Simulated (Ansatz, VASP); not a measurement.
## One calculation of KBr, two programs

INCAR

```
SYSTEM = KBr
  ALGO = Normal
  EDIFF = 1E-6
  ENCUT = 520
  GGA = PS
  ISIF = 2
  ISMEAR = 0
  LASPH = .True.
  LCHARG = .True.
  LELF = .True.
  LREAL = .False.
  LVHAR = .True.
  LWAVE = .False.
  NBANDS = 15
  NELM = 100
  PREC = Accurate
  SIGMA = 0.05
```

File KPOINTS:

```
k-points
0
Gamma
  6 6 6
  0 0 0
```

File POSCAR:

```
KBr
1.0
    0.0000000000      3.3336562500      3.3336562500
    3.2925000000      0.0411562500      3.2925000000
    3.2925000000      3.2925000000      0.0411562500
K Br
1 1
Direct
    0.0000000000      0.0000000000      0.0000000000
    0.5000000000      0.5000000000      0.5000000000
```

Input for Ansatz:

```yaml
crystal:
  lattice:
    - [0.0, 3.33365625, 3.33365625]
    - [3.2925, 0.04115625, 3.2925]
    - [3.2925, 3.2925, 0.04115625]
  atoms:
    - { symbol: K, position: [0.0, 0.0, 0.0] }
    - { symbol: Br, position: [0.5, 0.5, 0.5] }
basis:
  ecutwfc: 420
kpoints:
  mp_grid: { grid: [6, 6, 6] }
hamiltonian:
  xc: pbesol
scf:
  occupations: { method: gaussian, width: 0.05 }
output:
  forces: true
  stress: true
  eigenvalues: true
```

Change from the starting cell: strain +0.0250 x Voigt [0, 0, 0, 1, 0, 0], atoms carried along.

Alike in both runs: task single point; functional PBEsol; k mesh 6 × 6 × 6; occupations gaussian, width 0.05 eV; no spin polarisation.

|  | VASP | Ansatz |
| --- | --- | --- |
| version | VASP 6.6.1 | Ansatz 0.2.0 |
| potentials or method | VASP PAW PBE potentials, release 64 (K_sv, Br) | scalar-relativistic, plane waves, PAW |
| plane-wave cutoff (eV) | 520 | 420 |
| valence electrons in the cell | 16 | 16 |

|  | VASP | Ansatz | Ansatz less VASP |
| --- | --- | --- | --- |
| gap on the k mesh at the Fermi level (eV) | 4.26 | 4.27 | +0.003 |
| least direct gap on the mesh (eV) | 4.26 | 4.27 | +0.003 |
| pressure (GPa) | -0.2 | -0.2 | -0.05 |
| largest component of the traceless stress (GPa) | 0.13 | 0.13 | +0.001 |

The functional is the same, so the differences come from potentials, cutoffs and numerics.

Caveats: the PAW data sets were made with another functional, which shifts forces and pressure a little (VASP).
